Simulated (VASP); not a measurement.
# Ga2O3 (R-3c) in VASP: single point with PBE0

Aim: the single point of Ga2O3 with PBE0.

All numbers are computed with VASP 6.6.1; they aren't measurements. Logs are shortened: lines on timing, memory, paths and dates and some standing lists are left out, and cuts for length are marked.

## 1. The crystal as given

It takes space group R-3c (No. 167, trigonal). The conventional cell has a = 4.983 Å, b = 4.983 Å, c = 13.433 Å, α = 90.00°, β = 90.00°, γ = 120.00°. Around Ga (site symmetry 3) lie 6 O at 1.92 to 2.08 Å. Around O (site symmetry 2) lie 4 Ga at 1.92 to 2.08 Å.

The cell was built by a generator and needn't be a form met in nature.

## 2. Single point, PBE0

Input file POSCAR:

```
Ga2O3
1.0
    2.8769363900      0.0000000000      4.4776666700
   -1.4384682000      2.4915000000      4.4776666700
   -1.4384682000     -2.4915000000      4.4776666700
Ga O
4 6
Direct
    0.3554000000      0.3554000000      0.3554000000
    0.1446000000      0.1446000000      0.1446000000
    0.6446000000      0.6446000000      0.6446000000
    0.8554000000      0.8554000000      0.8554000000
    0.5549000000     -0.0549000000      0.2500000000
   -0.0549000000      0.2500000000      0.5549000000
    0.2500000000      0.5549000000     -0.0549000000
    0.4451000000      1.0549000000      0.7500000000
    1.0549000000      0.7500000000      0.4451000000
    0.7500000000      0.4451000000      1.0549000000
```

Input file INCAR.step1:

```
PREC     = Accurate       # precision mode
ENCUT    = 450            # plane-wave cutoff, eV
EDIFF    = 1E-5           # SCF threshold, eV
ISMEAR   = -1             # smearing method
SIGMA    = 0.05           # smearing width, eV
LREAL    = False          # projectors in reciprocal space
LASPH    = True           # aspherical terms in the spheres
NELM     = 60             # most SCF steps
ALGO     = Normal         # electronic algorithm
ISIF     = 2              # what is computed and relaxed
LWAVE    = True           # write WAVECAR
LCHARG   = False          # write CHGCAR
KPAR     = 8            
GGA      = PE             # functional
```

Input file INCAR.step2:

```
PREC     = Accurate       # precision mode
ENCUT    = 450            # plane-wave cutoff, eV
EDIFF    = 1E-6           # SCF threshold, eV
ISMEAR   = -1             # smearing method
SIGMA    = 0.05           # smearing width, eV
LREAL    = False          # projectors in reciprocal space
LASPH    = True           # aspherical terms in the spheres
NELM     = 60             # most SCF steps
ALGO     = Normal         # electronic algorithm
ISIF     = 2              # what is computed and relaxed
LWAVE    = False          # write WAVECAR
LCHARG   = False          # write CHGCAR
GGA      = PE             # functional
LHFCALC  = True           # exact exchange
AEXX     = 0.25           # exact-exchange fraction
PRECFOCK = Fast         
HFRCUT   = -1           
KPAR     = 8            
ISTART   = 1
```

Input file KPOINTS:

```
regular mesh
0
Gamma
  4 4 4
```

Potentials or basis: VASP PAW PBE potentials, release 64 (Ga_d, O).

Run with:

```sh
cat potpaw_PBE.64/Ga_d/POTCAR potpaw_PBE.64/O/POTCAR > POTCAR
cp INCAR.step1 INCAR
mpirun -np 8 vasp_std > vasp.out
cp INCAR.step2 INCAR
mpirun -np 8 vasp_std > vasp.out
```

OUTCAR:

```text
PREC = Accurate
   ENCUT = 450
   EDIFF = 1E-6
   ISMEAR = -1
   LREAL = False
   LASPH = True
   NELM = 60
   ISIF = 2
   GGA = PE
   LHFCALC = True
   AEXX = 0.25
   PRECFOCK = Fast
   ISTART = 1

 ion  position               nearest neighbor table
   1  0.355  0.355  0.355-   8 1.92  10 1.92   9 1.92   6 2.08   7 2.08   5 2.08   2 2.83
   2  0.145  0.145  0.145-   9 1.92  10 1.92   8 1.92   5 2.08   7 2.08   6 2.08   1 2.83
   3  0.645  0.645  0.645-   5 1.92   7 1.92   6 1.92   9 2.08  10 2.08   8 2.08   4 2.83
   4  0.855  0.855  0.855-   6 1.92   7 1.92   5 1.92   8 2.08  10 2.08   9 2.08   3 2.83
   5  0.555  0.945  0.250-   3 1.92   4 1.92   2 2.08   1 2.08
   6  0.945  0.250  0.555-   4 1.92   3 1.92   1 2.08   2 2.08
   7  0.250  0.555  0.945-   3 1.92   4 1.92   1 2.08   2 2.08
   8  0.445  0.055  0.750-   1 1.92   2 1.92   4 2.08   3 2.08
   9  0.055  0.750  0.445-   2 1.92   1 1.92   3 2.08   4 2.08
  10  0.750  0.445  0.055-   1 1.92   2 1.92   3 2.08   4 2.08

  LATTYP: Found a trigonal (rhomboedric) cell.
 ALAT       =     5.3222421798
 COS(alpha) =     0.5617090395

  Lattice vectors:

 A1 = (   2.8769363900,   0.0000000000,   4.4776666700)
 A2 = (  -1.4384682000,   2.4915000000,   4.4776666700)
 A3 = (  -1.4384682000,  -2.4915000000,   4.4776666700)

Analysis of symmetry for initial positions (statically):
=====================================================================
 Subroutine PRICEL returns:
 Original cell was already a primitive cell.

 Routine SETGRP: Setting up the symmetry group for a
 trigonal (rhombohedral) supercell.

 Subroutine GETGRP returns: Found 12 space group operations
 (whereof  6 operations were pure point group operations)
 out of a pool of 12 trial point group operations.

The static configuration has the point symmetry S_6 .
 The point group associated with its full space group is D_3d.

Analysis of symmetry for dynamics (positions and initial velocities):
=====================================================================
 Subroutine PRICEL returns:
 Original cell was already a primitive cell.

 Routine SETGRP: Setting up the symmetry group for a
 trigonal (rhombohedral) supercell.

 Subroutine GETGRP returns: Found 12 space group operations
 (whereof  6 operations were pure point group operations)
 out of a pool of 12 trial point group operations.

The dynamic configuration has the point symmetry S_6 .
 The point group associated with its full space group is D_3d.

 Subroutine INISYM returns: Found 12 space group operations
 (whereof  6 operations are pure point group operations),
 and found     1 'primitive' translations

----------------------------------------------------------------------------------------

                                     Primitive cell

  volume of cell :      96.2862

  direct lattice vectors                    reciprocal lattice vectors
     2.876936390  0.000000000  4.477666670     0.231727983  0.000000000  0.074443535
    -1.438468200  2.491500000  4.477666670    -0.115863991  0.200682320  0.074443534
    -1.438468200 -2.491500000  4.477666670    -0.115863991 -0.200682320  0.074443534

  length of vectors
     5.322242178  5.322242180  5.322242180     0.243392066  0.243392066  0.243392066

  position of ions in fractional coordinates (direct lattice)
     0.355400000  0.355400000  0.355400000
     0.144600000  0.144600000  0.144600000
     0.644600000  0.644600000  0.644600000
     0.855400000  0.855400000  0.855400000
     0.554900000  0.945100000  0.250000000
     0.945100000  0.250000000  0.554900000
     0.250000000  0.554900000  0.945100000
     0.445100000  0.054900000  0.750000000
     0.054900000  0.750000000  0.445100000
     0.750000000  0.445100000  0.054900000

  ion indices of the primitive-cell ions
   primitive index   ion index
                 1           1
                 2           2
                 3           3
                 4           4
                 5           5
                 6           6
                 7           7
                 8           8
                 9           9
                10          10

----------------------------------------------------------------------------------------

 KPOINTS: regular mesh

Automatic generation of k-mesh.
 Grid dimensions read from file:
 generate k-points for:    4    4    4

 Generating k-lattice:

  Cartesian coordinates                     Fractional coordinates (reciprocal lattice)
     0.057931996  0.000000000  0.018610884     0.250000000 -0.000000000 -0.000000000
    -0.028965998  0.050170580  0.018610884    -0.000000000  0.250000000 -0.000000000
    -0.028965998 -0.050170580  0.018610884    -0.000000000 -0.000000000  0.250000000

  Length of vectors
     0.060848017  0.060848017  0.060848017

  Shift w.r.t. Gamma in fractional coordinates (k-lattice)
     0.000000000  0.000000000  0.000000000

 Subroutine IBZKPT returns following result:
 ===========================================

 Found     13 irreducible k-points:

 Following reciprocal coordinates:
            Coordinates               Weight
  0.000000  0.000000  0.000000      1.000000
  0.250000  0.000000  0.000000      6.000000
  0.500000  0.000000  0.000000      3.000000
  0.250000  0.250000 -0.000000      6.000000
  0.500000  0.250000 -0.000000     12.000000
 -0.250000  0.250000 -0.000000      6.000000
  0.500000  0.500000 -0.000000      3.000000
  0.250000  0.250000  0.250000      2.000000
  0.500000  0.250000  0.250000      6.000000
 -0.250000  0.250000  0.250000      6.000000
  0.500000  0.500000  0.250000      6.000000
 -0.250000  0.500000  0.250000      6.000000
  0.500000  0.500000  0.500000      1.000000
   k-points           NKPTS =     13   k-points in BZ     NKDIM =     64   number of bands    NBANDS=     52
   number of dos      NEDOS =    301   number of ions     NIONS =     10
   total plane-waves  NPLWV =  64000
   dimension x,y,z NGX =    40 NGY =   40 NGZ =   40
   dimension x,y,z NGXF=    80 NGYF=   80 NGZF=   80
   ions per type =               4   6
   NGX,Y,Z   is equivalent  to a cutoff of  12.49, 12.49, 12.49 a.u.
   NGXF,Y,Z  is equivalent  to a cutoff of  24.99, 24.99, 24.99 a.u.
 SYSTEM =  unknown system
   PREC   = accura    normal or accurate (medium, high low for compatibility)
   ISTART =      1    job   : 0-new  1-cont  2-samecut
   ICHARG =      0    charge: 1-file 2-atom 10-const
   ISPIN  =      1    spin polarized calculation?
   LNONCOLLINEAR =      F non collinear calculations
   LSORBIT =      F    spin-orbit coupling
   LASPH  =      T    aspherical Exc in radial PAW
   ENCUT  =  450.0 eV  33.07 Ry    5.75 a.u.   9.21  9.21  9.21*2*pi/ulx,y,z
   NELM   =     60;   NELMIN=  2; NELMDL=  0     # of ELM steps
   EDIFF  = 0.1E-05   stopping-criterion for ELM
   LREAL  =      F    real-space projection
   EDIFFG = 0.1E-04   stopping-criterion for IOM
   NSW    =      0    number of steps for IOM
   IBRION =     -1    ionic relax: 0-MD 1-quasi-New 2-CG
   NFREE  =      0    steps in history (QN), initial steepest desc. (CG)
   ISIF   =      2    stress and relaxation
   ISYM   =      3    0-nonsym 1-usesym 2-fastsym
   POTIM  = 0.5000    time-step for ionic-motion
   TEBEG  =    0.0;   TEEND  =   0.0 temperature during run
   PSTRESS=    0.0 pullay stress
   NELECT =      88.0000    total number of electrons
   NUPDOWN=      -1.0000    fix difference up-down
   EMIN   =  10.00;   EMAX   =-10.00  energy-range for DOS
   EFERMI =   0.00;   METHOD = LEGACY
   ISMEAR =    -1;   SIGMA  =   0.05  broadening in eV -4-tet -1-fermi 0-gaus
   EFERMI_NEDOS =   21; number of points for ismear=-14 and -15
   IALGO  =     38    algorithm
   IMIX   =      1    mixing-type and parameters
     AMIX     =   0.40;   BMIX     =  1.00
     AMIX_MAG =   1.60;   BMIX_MAG =  1.00
  volume/ion in A,a.u.               =       9.63        64.98
  Fermi-wavevector in a.u.,A,eV,Ry     =   1.588721  3.002248 34.341578  2.524035
  Thomas-Fermi vector in A             =   2.687681
   LORBIT       =      0    0 simple, 1 ext, 2 COOP (PROOUT), +10 PAW based schemes
   GGA     = PE    functional components
   LHFCALC =     T    Hartree Fock is set to
   PRECFOCK=fast      Normal, Fast or Accurate (Low or Medium for compatibility)
   ENCUT4O =  -1.0   cutoff for four orbital integrals eV
   NKREDX  =     1    reduce k-point grid by
   NKREDY  =     1    reduce k-point grid by
   NKREDZ  =     1    reduce k-point grid by
   AEXX    =    0.2500 exact exchange contribution
   HFSCREEN=    0.0000 screening length (either q_TF or 0.3 A-1)
   HFSCREENC=   0.0000 screening length for correlation (either q_TF or 0.3 A-1)
   ENCUTFOCK=  -1.0 apply spherical cutoff to Coloumb kernel
   IVDW    =     0    specifies the selected vdW correction
   LEPSILON=     F    determine dielectric tensor
   LRPA    =     F    only Hartree local field effects (RPA)
 non-spin polarized calculation
  energy-cutoff  :      450.00
  volume of cell :       96.29
 maximum number of plane-waves:      2115
 NGX is ok and might be reduce to    40
  NGX = 20; NGY = 20; NGZ = 20

 number of electron      87.9999978 magnetization

 Free energy of the ion-electron system (eV)
  ---------------------------------------------------
  ext. energy  EPLUGINS =         0.00000000
  ---------------------------------------------------
  free energy    TOTEN  =       -79.36591616 eV

  energy without entropy =      -79.36591616  energy(sigma->0) =      -79.36591616

 E-fermi :   4.1144     XC(G=0):  -9.5610

 val. band max:        2.8925759645   @ k =   0.2500   0.0000   0.0000
 cond. band min:       8.2991055526   @ k =   0.0000   0.0000   0.0000
 fundamental gap:      5.4065295881
 Fermi energy:         4.1143990820

 k-point     1 :       0.0000    0.0000    0.0000
  band No.  band energies     occupation
      1     -17.6978      2.00000
      2     -15.6992      2.00000
      3     -15.6992      2.00000
      4     -15.5900      2.00000
      5     -15.5900      2.00000
      6     -15.5828      2.00000
[... 44 lines left out ...]
     51      16.1937      0.00000
     52      16.6980      0.00000

 k-point     2 :       0.2500    0.0000    0.0000
  band No.  band energies     occupation
      1     -17.4068      2.00000
      2     -15.9318      2.00000
      3     -15.7142      2.00000
      4     -15.6947      2.00000
      5     -15.6293      2.00000
      6     -15.5804      2.00000
[... 44 lines left out ...]
     51      16.7381      0.00000
     52      17.3470      0.00000
[... 548 lines left out ...]
     51      16.2171      0.00000
     52      16.2171      0.00000

 k-point    13 :       0.5000    0.5000    0.5000
  band No.  band energies     occupation
      1     -16.7665      2.00000
      2     -16.7665      2.00000
      3     -15.6477      2.00000
      4     -15.6477      2.00000
      5     -15.6477      2.00000
      6     -15.6477      2.00000
[... 44 lines left out ...]
     51      17.4262      0.00000
     52      17.4263      0.00000

------------------------ aborting loop because EDIFF is reached ----------------------------------------

  FORCE on cell =-STRESS in cart. coord.  units (eV):
  Direction    XX          YY          ZZ          XY          YZ          ZX
  --------------------------------------------------------------------------------------
  -------------------------------------------------------------------------------------
  Total       -0.2180030     -0.2180030     -0.1968157      0.0000000      0.0000000      0.0000000
  in kB       -3.6275116     -3.6275116     -3.2749608      0.0000000      0.0000000      0.0000000
  external PRESSURE =      -3.5099947 kB  Pullay stress =       0.0000000 kB

 VOLUME and BASIS-vectors are now :
 -----------------------------------------------------------------------------
  energy-cutoff  :      450.00
  volume of cell :       96.29
      direct lattice vectors                 reciprocal lattice vectors
     2.876936390  0.000000000  4.477666670     0.231727983  0.000000000  0.074443535
    -1.438468200  2.491500000  4.477666670    -0.115863991  0.200682320  0.074443534
    -1.438468200 -2.491500000  4.477666670    -0.115863991 -0.200682320  0.074443534

 POSITION                                       TOTAL-FORCE (eV/Angst)
 -----------------------------------------------------------------------------------
     -0.00000      0.00000      4.77409        -0.000000      0.000000      0.020527
     -0.00000      0.00000      1.94241         0.000000      0.000000     -0.020527
     -0.00000      0.00000      8.65891         0.000000      0.000000     -0.020527
     -0.00000      0.00000     11.49059        -0.000000      0.000000      0.020527
     -0.12270      1.73184      7.83592        -0.088960      0.051361     -0.000000
      1.56117     -0.75966      7.83592         0.088960      0.051361     -0.000000
     -1.43847     -0.97218      7.83592         0.000000     -0.102722     -0.000000
      0.12270     -1.73184      5.59708         0.088960     -0.051361     -0.000000
     -1.56117      0.75966      5.59708        -0.088960     -0.051361     -0.000000
      1.43847      0.97218      5.59708         0.000000      0.102722     -0.000000
 -----------------------------------------------------------------------------------
    total drift:                                0.000002      0.000004     -0.000001

  FREE ENERGIE OF THE ION-ELECTRON SYSTEM (eV)
  ---------------------------------------------------
  free  energy   TOTEN  =       -79.3659161642 eV

  energy  without entropy=      -79.3659161642  energy(sigma->0) =      -79.36591616
```

It took 46 min on 8 MPI ranks of Intel Xeon Platinum 8559C (Emerald Rapids), shared host; peak memory 0.27 GiB.

What came out:

```yaml
Free_energy: -79.3659 eV
Largest_force: 0.103 eV/Å
Band_gap_on_the_k_mesh: 5.41 eV, indirect (least direct gap 5.61 eV)
```

Forces in eV/Å, atoms in the order of the input:
```
Ga   0.000  0.000  0.021
Ga   0.000  0.000 -0.021
Ga   0.000  0.000 -0.021
Ga   0.000  0.000  0.021
O   -0.089  0.051  0.000
O    0.089  0.051  0.000
O    0.000 -0.103  0.000
O    0.089 -0.051  0.000
O   -0.089 -0.051  0.000
O    0.000  0.103  0.000
```

Caveat: the cutoff is under 1.25 times the usual one of these potentials, so pressure, stress and relaxed cells hold a basis-set (Pulay) error; the PAW data sets were made with another functional, which shifts forces and pressure a little.
